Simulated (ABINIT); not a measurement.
# AlN (F-43m): G0W0 with ABINIT, start to end, part 2 of 3

Aim: the G0W0 gap of AlN (F-43m) on PBE, step by step.

ABINIT 10.8.3; PBE and many-body steps on it, plane waves. Known limits of the many-body steps: not at the basis limit.

So far. Step 2 (Ground state): The gap is indirect, with the least direct gap 0.87 eV higher.

## Step 3: Bands along the symmetry lines

Level of this step: DFT, PBE, plane waves, norm-conserving pseudopotentials (ABINIT).

The cheap functional maps the bands first; the places of the edges decide which points the dearer methods must see.

run.abi

```
acell 3*1.0 Angstrom
rprim 
  -0.000000000000 2.183993559600 2.183993559600
  2.183993559600 -0.000000000000 2.183993559600
  2.183993559600 2.183993559600 -0.000000000000
ntypat 2
znucl 13 7
natom 2
typat 1 2
xred 
  0.000000000000 0.000000000000 0.000000000000
  0.750000000000 0.750000000000 0.750000000000
pp_dirpath "pseudos"
pseudos "Al.upf, N.upf"
ecut 36
iscf -2
irdden 1
kptopt 0
nkpt 50
kpt 
  0.00000000 0.00000000 0.00000000
  -0.06250000 -0.06250000 0.00000000
  -0.12500000 -0.12500000 0.00000000
  -0.18750000 -0.18750000 0.00000000
  -0.25000000 -0.25000000 0.00000000
  -0.31250000 -0.31250000 0.00000000
  -0.37500000 -0.37500000 0.00000000
  -0.43750000 -0.43750000 0.00000000
  -0.50000000 -0.50000000 0.00000000
  -0.48437500 -0.48437500 0.03125000
  -0.46875000 -0.46875000 0.06250000
  -0.45312500 -0.45312500 0.09375000
  -0.43750000 -0.43750000 0.12500000
  -0.42187500 -0.42187500 0.15625000
  -0.40625000 -0.40625000 0.18750000
  -0.39062500 -0.39062500 0.21875000
  -0.37500000 -0.37500000 0.25000000
  -0.37500000 0.00000000 0.37500000
  -0.32812500 0.00000000 0.32812500
  -0.28125000 0.00000000 0.28125000
  -0.23437500 0.00000000 0.23437500
  -0.18750000 0.00000000 0.18750000
  -0.14062500 0.00000000 0.14062500
  -0.09375000 0.00000000 0.09375000
  -0.04687500 0.00000000 0.04687500
  0.00000000 0.00000000 0.00000000
  0.00000000 0.00000000 0.06250000
  0.00000000 0.00000000 0.12500000
  0.00000000 0.00000000 0.18750000
  0.00000000 0.00000000 0.25000000
  0.00000000 0.00000000 0.31250000
  0.00000000 0.00000000 0.37500000
  0.00000000 0.00000000 0.43750000
  0.00000000 0.00000000 0.50000000
  -0.06250000 -0.03125000 0.46875000
  -0.12500000 -0.06250000 0.43750000
  -0.18750000 -0.09375000 0.40625000
  -0.25000000 -0.12500000 0.37500000
  -0.31250000 -0.15625000 0.34375000
  -0.37500000 -0.18750000 0.31250000
  -0.43750000 -0.21875000 0.28125000
  -0.50000000 -0.25000000 0.25000000
  -0.50000000 -0.28125000 0.21875000
  -0.50000000 -0.31250000 0.18750000
  -0.50000000 -0.34375000 0.15625000
  -0.50000000 -0.37500000 0.12500000
  -0.50000000 -0.40625000 0.09375000
  -0.50000000 -0.43750000 0.06250000
  -0.50000000 -0.46875000 0.03125000
  -0.50000000 -0.50000000 0.00000000
istwfk *1
nband 14
nbdbuf 5
tolwfr 1e-07
nstep 50
prtwf 0
prtvol 0
indata_prefix "in"
outdata_prefix "out"
tmpdata_prefix "tmp"
```

Launch:

```
$ OMP_NUM_THREADS=1 mpirun -n 4 abinit run.abi > log
```

Numbers of over 12 decimals in the logs are rounded to 6 here.

What it wrote:

```text
.Version 10.8.3 of ABINIT. v10.8.2 released Aug 2026.

 Symmetries : space group F-4 3 m (#216); Bravais cF (face-center cubic)
[... echo of the input left out ...]
== DATASET  1 ==================================================================
-   mpi_nproc: 4, omp_nthreads: 1 (-1 if OMP is not activated)

--- !DatasetInfo
iteration_state: {dtset: 1, }
dimensions: {natom: 2, nkpt: 50, mband: 14, nsppol: 1, nspinor: 1, nspden: 1, mpw: 1475, }
cutoff_energies: {ecut:  36.0, pawecutdg:  -1.0, }
electrons: {nelect:   8.00000000E+00, charge:   0.00000000E+00, occopt:   1.00000000E+00, tsmear:   1.00000000E-02, }

 Real(R)+Recip(G) space primitive vectors, cartesian coordinates (Bohr,Bohr^-1):
 R(1)=  0.0000000  4.1271497  4.1271497  G(1)= -0.1211490  0.1211490  0.1211490
 R(2)=  4.1271497  0.0000000  4.1271497  G(2)=  0.1211490 -0.1211490  0.1211490
 R(3)=  4.1271497  4.1271497  0.0000000  G(3)=  0.1211490  0.1211490 -0.1211490
 Unit cell volume ucvol=  1.4059849E+02 bohr^3
 Angles (23,13,12)=  6.00000000E+01  6.00000000E+01  6.00000000E+01 degrees

 getcut: wavevector=  0.0000  0.0000  0.0000  ngfft=  32  32  32
         ecut(hartree)=     36.000   => boxcut(ratio)=   2.02987

--- Pseudopotential description ------------------------------------------------
- Al Generated using ONCVPSP code by D. R. Hamann
- 13.00000   3.00000  171031                  znucl, zion, pspdat
12 -101130 2 -1 1876                          pspcod,pspxc,lmax,lloc,mmax
     nproj     2     2     2
  pspatm : epsatm=    4.08140545
         --- l  ekb(1:nproj) -->
             0    5.126667    0.728291
             1    7.287548    0.832437
             2   -2.770497   -0.637722
 pspatm: atomic psp has been read  and splines computed

- N Generated using ONCVPSP code by D. R. Hamann
-  7.00000   5.00000  171031                  znucl, zion, pspdat
12 -101130 1 -1 1058                          pspcod,pspxc,lmax,lloc,mmax
     nproj     2     2     0
  pspatm : epsatm=    5.20977870
         --- l  ekb(1:nproj) -->
[...]
pspatm: atomic psp has been read  and splines computed

--------------------------------------------------------------------------------

================================================================================
 prteigrs : about to open file out_EIG
 Non-SCF case, kpt    1 (  0.00000  0.00000  0.00000), residuals and eigenvalues=
  3.34E-08  9.24E-08  1.64E-08  9.66E-08  3.66E-08  5.45E-08  8.12E-08  9.27E-08
  3.58E-08  2.46E-08  5.99E-08  3.51E-08  2.53E-07  2.50E-07
 -3.6046E-01  1.8958E-01  1.8958E-01  1.8958E-01  3.4363E-01  6.5223E-01
  6.5223E-01  6.5223E-01  8.4170E-01  8.4170E-01  8.9101E-01  8.9101E-01
  8.9101E-01  9.6680E-01
 Non-SCF case, kpt    2 ( -0.06250 -0.06250  0.00000), residuals and eigenvalues=
  7.59E-08  9.77E-08  1.29E-08  9.06E-08  5.41E-08  4.47E-08  1.21E-08  7.76E-08
[...]
9.3025E-01  9.9752E-01
 Non-SCF case, kpt    3 ( -0.12500 -0.12500  0.00000), residuals and eigenvalues=
  2.81E-08  1.01E-08  6.48E-08  1.15E-08  1.43E-08  1.70E-08  1.58E-08  1.71E-08
[...]
9.6892E-01  1.0548E+00
[...]
Non-SCF case, kpt   49 ( -0.50000 -0.46875  0.03125), residuals and eigenvalues=
[...]
1.1732E+00  1.1959E+00
 Non-SCF case, kpt   50 ( -0.50000 -0.50000  0.00000), residuals and eigenvalues=
[...]
1.1641E+00  1.1892E+00

--- !ResultsGS
iteration_state: {dtset: 1, }
comment   : Summary of ground state results
lattice_vectors:
- [ -0.0000000,   4.1271497,   4.1271497, ]
- [  4.1271497,  -0.0000000,   4.1271497, ]
- [  4.1271497,   4.1271497,  -0.0000000, ]
lattice_lengths: [   5.83667,    5.83667,    5.83667, ]
lattice_angles: [ 60.000,  60.000,  60.000, ] # degrees, (23, 13, 12)
lattice_volume:   1.4059849E+02
convergence: {deltae:  0.000E+00, res2:  0.000E+00, residm:  9.991E-08, diffor:  0.000E+00, }
etotal    :  -1.27923967E+01
entropy   :   0.00000000E+00
fermie    :   1.89575042E-01
cartesian_stress_tensor: null
pressure_GPa: null
xred      :
- [  0.0000E+00,   0.0000E+00,   0.0000E+00, Al]
- [  7.5000E-01,   7.5000E-01,   7.5000E-01,  N]
cartesian_forces: null
force_length_stats: {min: null, max: null, mean: null, }

 Integrated electronic density in atomic spheres:
 ------------------------------------------------
 Atom  Sphere_radius  Integrated_density
[...]
================================================================================

 ----iterations are completed or convergence reached----

 Mean square residual over all n,k,spin=   43.422E-09; max=  99.912E-09
 reduced coordinates (array xred) for    2 atoms
       0.000000000000      0.000000000000      0.000000000000
       0.750000000000      0.750000000000      0.750000000000

 cartesian coordinates (angstrom) at end:
    1      0.000000     0.000000     0.000000
    2      3.275990     3.275990     3.275990
 length scales=  1.889726125908  1.889726125908  1.889726125908 bohr
              =  1.000000000000  1.000000000000  1.000000000000 angstroms
 prteigrs : about to open file out_EIG
 Eigenvalues (hartree) for nkpt=  50  k points:
 kpt#   1, nband= 14, wtk=  1.00000, kpt=  0.0000  0.0000  0.0000 (reduced coord)
[...]
kpt#   2, nband= 14, wtk=  1.00000, kpt= -0.0625 -0.0625  0.0000 (reduced coord)
[...]
kpt#   3, nband= 14, wtk=  1.00000, kpt= -0.1250 -0.1250  0.0000 (reduced coord)
[...]
kpt#  49, nband= 14, wtk=  1.00000, kpt= -0.5000 -0.4687  0.0313 (reduced coord)
  -0.26170    0.01038    0.12267    0.12270    0.31521    0.51016    0.69990    0.76114
   0.76755    1.05615    1.05883    1.16044    1.17323    1.19588
 kpt#  50, nband= 14, wtk=  1.00000, kpt= -0.5000 -0.5000  0.0000 (reduced coord)
  -0.26178    0.00959    0.12433    0.12433    0.31176    0.50752    0.70112    0.76645
   0.76645    1.05374    1.06973    1.16406    1.16410    1.18915

== END DATASET(S) ==============================================================
================================================================================

 -outvars: echo values of variables after computation  --------
            nband          14
             nkpt          50
          spgroup         216
 [... the other variables as echoed above ...]

 Calculation completed.
```

Wall time 3.8 s (4 MPI ranks of Arm Neoverse V1, shared host); peak memory 0.24 GiB.

Numbers from this step:

| Property | Result |
| --- | --- |
| gap | 3.325 eV |
| k of the valence top | 0, 0, 0 |
| k of the conduction bottom | -0.5, -0.5, 0 |
| least direct gap | 4.192 eV |

The gap is 3.325 eV, as in the run before at this level.

Electronic bands along the path, in eV, zero at the top of the highest filled band; v1 is the highest filled band, c1 the lowest empty one:

| point | v4 | v3 | v2 | v1 | c1 | c2 | c3 | c4 |
| --- | --- | --- | --- | --- | --- | --- | --- | --- |
| Γ | -14.97 | 0.00 | 0.00 | 0.00 | 4.19 | 12.59 | 12.59 | 12.59 |
| halfway | -13.84 | -2.88 | -0.98 | -0.98 | 5.96 | 10.29 | 11.51 | 14.02 |
| X | -12.28 | -4.90 | -1.78 | -1.78 | 3.32 | 8.65 | 13.92 | 15.70 |
| halfway | -12.27 | -4.73 | -2.47 | -1.67 | 3.96 | 9.19 | 13.67 | 15.23 |
| U | -12.30 | -4.25 | -3.63 | -1.37 | 5.17 | 10.12 | 13.05 | 14.17 |
| jump to K | -12.30 | -4.25 | -3.63 | -1.37 | 5.17 | 10.12 | 13.05 | 14.17 |
| halfway | -13.74 | -3.54 | -1.50 | -0.20 | 7.34 | 10.30 | 11.41 | 12.58 |
| Γ | -14.97 | 0.00 | 0.00 | 0.00 | 4.19 | 12.59 | 12.59 | 12.59 |
| halfway | -14.12 | -3.26 | -0.26 | -0.26 | 6.45 | 10.98 | 12.35 | 12.35 |
| L | -12.92 | -5.86 | -0.48 | -0.48 | 7.39 | 9.85 | 11.17 | 11.17 |
| halfway | -12.60 | -5.14 | -2.22 | -1.12 | 7.11 | 9.26 | 12.17 | 12.69 |
| W | -12.23 | -3.77 | -3.44 | -2.70 | 6.05 | 11.45 | 11.98 | 12.16 |
| halfway | -12.25 | -4.56 | -2.40 | -2.29 | 4.57 | 9.69 | 13.40 | 13.89 |
| X | -12.28 | -4.90 | -1.78 | -1.78 | 3.32 | 8.65 | 13.92 | 15.70 |

The electronic bands as a text plot (rows in eV, shown from -8.0 to 9.3 only):

```
    9.0 |         ++++++      ++                    +++       +++
    8.2 |                     ++                    +
    7.5 |                   ++  +              +++++ +
    6.8 |                        ++         +++       ++
    6.1 |    +++           +               +            ++++
    5.4 |  ++   ++        +        ++    ++                 +
    4.6 | +              +           +  +                    +
    3.9 |+        +++  ++             ++                      ++
    3.2 |            ++                                         +
    2.5 |
    1.7 |
    1.0 |
    0.3 |*                         ******
   -0.4 | ****              **********  *************
   -1.1 |  ** ****       ***    *****    **         ****
   -1.9 |    *    *******                  *         ** *     ***
   -2.6 |     **       **     ** **                    * *****
   -3.3 |       **       *****  *           *           *****
   -4.0 |         *      ***  **             **         *****
   -4.8 |          ******   **                 *       *     ****
   -5.5 |                                       * *****
   -6.2 |                                        *
   -6.9 |
   -7.6 |
         Γ           X  U|K            Γ         L        W     X
```

## Step 4: Empty states on the mesh, 6×6×6 mesh, 166 bands

The sums over transitions need many empty states on a uniform mesh; this step solves for them.

run.abi

```
acell 3*1.0 Angstrom
rprim 
  -0.000000000000 2.183993559600 2.183993559600
  2.183993559600 -0.000000000000 2.183993559600
  2.183993559600 2.183993559600 -0.000000000000
ntypat 2
znucl 13 7
natom 2
typat 1 2
xred 
  0.000000000000 0.000000000000 0.000000000000
  0.750000000000 0.750000000000 0.750000000000
pp_dirpath "pseudos"
pseudos "Al.upf, N.upf"
ecut 36
ngkpt 6 6 6
nshiftk 1
shiftk 0 0 0
kptopt 1
chksymbreak 0
irdden 1
istwfk *1
nband 166
prtvol 0
optdriver 6
gwr_task "HDIAGO"
paral_kgb 0
occopt 1
indata_prefix "in"
outdata_prefix "out"
tmpdata_prefix "tmp"
```

What it wrote:

```text
[banner, memory and clock lines left out]
.Version 10.8.3 of ABINIT. v10.8.2 released Aug 2026.

 Symmetries : space group F-4 3 m (#216); Bravais cF (face-center cubic)
[... echo of the input left out ...]
== DATASET  1 ==================================================================
-   mpi_nproc: 4, omp_nthreads: 1 (-1 if OMP is not activated)

--- !DatasetInfo
iteration_state: {dtset: 1, }
dimensions: {natom: 2, nkpt: 16, mband: 166, nsppol: 1, nspinor: 1, nspden: 1, mpw: 1464, }
cutoff_energies: {ecut:  36.0, pawecutdg:  -1.0, }
electrons: {nelect:   8.00000000E+00, charge:   0.00000000E+00, occopt:   1.00000000E+00, tsmear:   1.00000000E-02, }

.Using double precision arithmetic; gwpc =  8

- Reading GS density from: in_DEN

--- Pseudopotential description ------------------------------------------------
- Al Generated using ONCVPSP code by D. R. Hamann
- 13.00000   3.00000  171031                  znucl, zion, pspdat
12 -101130 2 -1 1876                          pspcod,pspxc,lmax,lloc,mmax
     nproj     2     2     2
  pspatm : epsatm=    4.08140545
         --- l  ekb(1:nproj) -->
             0    5.126667    0.728291
             1    7.287548    0.832437
             2   -2.770497   -0.637722
 pspatm: atomic psp has been read  and splines computed

- N Generated using ONCVPSP code by D. R. Hamann
-  7.00000   5.00000  171031                  znucl, zion, pspdat
12 -101130 1 -1 1058                          pspcod,pspxc,lmax,lloc,mmax
     nproj     2     2     0
  pspatm : epsatm=    5.20977870
         --- l  ekb(1:nproj) -->
             0    7.494509    0.636305
             1   -4.293905   -1.006988
 pspatm: atomic psp has been read  and splines computed

   7.43294732E+01                                ecore*ucvol(ha*bohr**3)

 Total charge density [el/Bohr^3]
)     Maximum=    5.3984E-01  at reduced coord.    0.7813    0.7813    0.8125
)     Minimum=    1.3366E-03  at reduced coord.    0.0000    0.0000    0.0000
   Integrated=    8.0000E+00

 === KS gaps after direct diagonalization ===
 Indirect band gap semiconductor
 Fundamental gap:     3.325 (eV)
   VBM:     5.159 (eV) at k: [ 0.0000E+00,  0.0000E+00,  0.0000E+00]
   CBM:     8.483 (eV) at k: [ 5.0000E-01,  5.0000E-01,  0.0000E+00]
 Direct gap:         4.192 (eV) at k: [ 0.0000E+00,  0.0000E+00,  0.0000E+00]

== END DATASET(S) ==============================================================

 -outvars: echo values of variables after computation  --------
           etotal      0.0000000000E+00
            nband         166
             nkpt          16
          spgroup         216
 [... the other variables as echoed above ...]

 Calculation completed.
```

Wall time 12 s (4 MPI ranks); peak memory 0.7 GiB.

Numbers from this step:

| Item | Value |
| --- | --- |
| gap | 3.325 eV |
| k of the valence top | 0, 0, 0 |
| k of the conduction bottom | 0.5, 0.5, 0 |
| least direct gap | 4.192 eV |
| k points computed | 16 |
| lowest point of the top converged band, above the valence top | 199.7514 eV |

On this mesh the gap is 3.325 eV.

## Step 5: Screening, 6×6×6 mesh, 158 bands, screening to 359.2 eV

The RPA dielectric matrix is built and inverted for each q.

This step: RPA screening on PBE, plane waves, norm-conserving pseudopotentials.

Changes to run.abi since step 4:

```diff
@@ -20,10 +20,11 @@
 chksymbreak 0
-irdden 1
 istwfk *1
-nband 166
-prtvol 0
-optdriver 6
-gwr_task "HDIAGO"
-paral_kgb 0
 occopt 1
+irdwfk 1
+optdriver 3
+nband 158
+ecuteps 13.2
+inclvkb 2
+awtr 1
+symchi 1
 indata_prefix "in"
```

What it wrote:

```text
.Version 10.8.3 of ABINIT. v10.8.2 released Aug 2026.

 Symmetries : space group F-4 3 m (#216); Bravais cF (face-center cubic)
[... echo of the input left out ...]
== DATASET  1 ==================================================================
-   mpi_nproc: 4, omp_nthreads: 1 (-1 if OMP is not activated)

--- !DatasetInfo
iteration_state: {dtset: 1, }
dimensions: {natom: 2, nkpt: 16, mband: 158, nsppol: 1, nspinor: 1, nspden: 1, mpw: 1464, }
cutoff_energies: {ecut:  36.0, pawecutdg:  -1.0, }
electrons: {nelect:   8.00000000E+00, charge:   0.00000000E+00, occopt:   1.00000000E+00, tsmear:   1.00000000E-02, }

 SCREENING: Calculation of the susceptibility and dielectric matrices

 Based on a program developped by R.W. Godby, V. Olevano, G. Onida, and L. Reining.
 Incorporated in ABINIT by V. Olevano, G.-M. Rignanese, and M. Torrent.
.Using double precision arithmetic ; gwpc =  8

[... cell and pseudopotentials left out ...]
--------------------------------------------------------------------------------

 ==== K-mesh for the wavefunctions ====
 Number of points in the irreducible wedge :    16
[... list of points left out ...]
 Together with 24 symmetry operations and time-reversal symmetry
 yields   216 points in the full Brillouin Zone.

 ==== Q-mesh for the screening function ====
 Number of points in the irreducible wedge :    16
[... list of points left out ...]
 Together with 24 symmetry operations and time-reversal symmetry
 yields   216 points in the full Brillouin Zone.

 setmesh: FFT mesh size selected  =    25x   25x   25
          total number of points  =        15625

 vcoul_init : cutoff-mode = AUXILIARY_FUNCTION
 q-points for optical limit:   1
     1)      0.000010    0.000020    0.000030

- screening: taking advantage of time-reversal symmetry
- Maximum band index for partially occupied states nbvw = 4
- Remaining bands to be divided among processors   nbcw = 154
- Number of bands treated by each node ~38

 Number of electrons calculated from density =    8.0000; Expected =    8.0000
 average of density, n =  0.056900
 r_s =    1.6129
 omega_plasma =   23.0097 [eV]

 calculating chi0 at frequencies [eV] :
  1    0.000000E+00    0.000000E+00
  2    0.000000E+00    2.300966E+01

--------------------------------------------------------------------------------
  q-point number  1        q = ( 0.000000, 0.000000, 0.000000) [r.l.u.]
--------------------------------------------------------------------------------
[... chi0 elements left out ...]
 For q-point:  0.000010 0.000020 0.000030
  dielectric constant =   4.3469
  dielectric constant without local fields =   4.7914

  Average fulfillment of the sum rule on Im[epsilon] for q-point    1 :     93.78  [%]
[... wings left out ...]
  q-point number  2        q = ( 0.166667, 0.000000, 0.000000) [r.l.u.]
--------------------------------------------------------------------------------
[... chi0 elements left out ...]
  Average fulfillment of the sum rule on Im[epsilon] for q-point    2 :     97.90  [%]

 [... 14 further q-points ...]
```

The job ended after 97 s (4 MPI ranks; peak memory 1.1 GiB; 6.4 min of CPU time).

Numbers from this step:

```
ε∞ with local fields, on this mesh, along the program's q direction : 4.347
the same without local fields                                       : 4.791
plasma frequency                                                    : 23.01 eV
plane waves in the screening matrix                                 : 331
```

Local fields lower ε∞ by 9 %.

(Part 2 of 3 ends here.)

[Paths, hosts, dates, memory and timing lines, banners, echoed tables and standing remarks are left out of the program output.]

[Logs are printed without paths, hosts, clocks, repeated set-up lines and the standing remarks that a program may print on its own settings, such as how far it seeks lower states.]

[Runs of the session that timed out or met a known fault of the program may be left out.]

[Hosts, paths, dates, database ids (printed as entryN), source tags and the programs' standing remarks are cut or masked in the printed files.]

[G0W0 gaps are taken among the corrected bands and points alone; a level outside them can change the order at an edge.]

[Where Ansatz stands beside ABINIT at settings called matched, ABINIT's density can come from a denser mesh and the files from another edition; pairs whose starting gaps differed by over 0.03 eV were left out, so agreement reads better than it is.]
